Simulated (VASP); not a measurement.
SnS2 (Berndtite-2T):

```
CELL_PARAMETERS angstrom
3.63900 0.00000 0.00000
-1.81950 3.15147 0.00000
0.00000 0.00000 5.86800
ATOMIC_POSITIONS crystal
Sn 0.00000 0.00000 0.00000
S 0.33333 0.66667 0.25000
S 0.66667 0.33333 0.75000
```

* Program: VASP 6.6.1
* Task: relaxation of cell and atoms
* Functional: rev-vdW-DF2
* Potentials or basis: VASP PAW PBE potentials, release 64 (Sn_d, S)
* Cutoff: 600 eV
* k mesh: 9 × 9 × 5
* Occupations: gaussian, width 0.03 eV
* Spin: no spin polarisation

At the start: pressure 2.9 GPa; volume 22.43 Å³/atom.

**Question.** How do energy, volume and symmetry change on relaxing?

**Answer.** Over 11 steps the energy falls by 7.5 meV/atom and the volume is 23.10 Å³/atom (+3.0 %); space group P-3m1 (No. 164, to 0.05 Å).

Step by step:
| step | energy change (eV) | largest force (eV/Å) | pressure (GPa) | volume (Å³) |
| --- | --- | --- | --- | --- |
| 1 | 0.0000 | 0.3505 | 2.94 | 67.30 |
| 2 | -0.0049 | 0.3273 | -2.28 | 71.38 |
| 3 | -0.0219 | 0.0258 | -0.03 | 69.41 |
| 4 | -0.0219 | 0.0191 | 0.06 | 69.37 |
| 5 | -0.0223 | 0.0036 | 0.04 | 69.41 |
| 6 | -0.0224 | 0.0203 | 0.01 | 69.44 |
| 7 | -0.0224 | 0.0111 | -0.05 | 69.46 |
| 8 | -0.0224 | 0.0016 | -0.11 | 69.47 |
| 9 | -0.0224 | 0.0018 | -0.08 | 69.46 |
| 10 | -0.0225 | 0.0002 | -0.07 | 69.40 |
| 11 | -0.0225 | 0.0017 | -0.03 | 69.30 |

Final structure:
```yaml
crystal:
  lattice:
    - [3.68764, 0.00000, 0.00000]
    - [-1.84382, 3.19359, 0.00000]
    - [0.00000, 0.00000, 5.88462]
  atoms:
    - { symbol: Sn, position: [0.00000, 0.00000, 0.00000] }
    - { symbol: S, position: [0.33333, 0.66667, 0.25212] }
    - { symbol: S, position: [0.66667, 0.33333, 0.74788] }
```

Caveat: the PAW data sets were made with another functional, which shifts forces and pressure a little.
